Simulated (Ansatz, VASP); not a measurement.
# Two plane-wave programs on Ta

```
Ta
1.0
    -1.65229   -1.65229   -1.65229
     1.65229    1.65229   -1.65229
     1.65229   -1.65229    1.65229
Ta
1
Direct
  0.00000 0.00000 0.00000
```

Alike in both runs: functional r2SCAN; k mesh 18 × 18 × 18; occupations gaussian, width 0.1 eV; no spin polarisation.

Ansatz relaxed the structure, and its values are those at the end. VASP's run is a single point on that final structure, the one shown.

|  | VASP | Ansatz |
| --- | --- | --- |
| version | VASP 6.6.1 | Ansatz 0.2.0 |
| potentials or method | VASP PAW PBE potentials, release 64 (Ta_pv) | scalar-relativistic, plane waves, PAW |
| plane-wave cutoff (eV) | 520 | 500 |
| valence electrons in the cell | 11 | 13 |

|  | VASP | Ansatz | Ansatz less VASP |
| --- | --- | --- | --- |
| gap on the k mesh at the Fermi level (eV) | none | none | - |
| pressure (GPa) | 0.6 | 0.0 | -0.64 |

A gap of «none» marks a metal or a gap that the smearing closes. The two sets of potentials don't hold the same shells in valence.

Caveats: the PAW data sets were made with another functional, which shifts forces and pressure a little (VASP). The runs have no spin-orbit coupling, so splittings on Ta are missing.
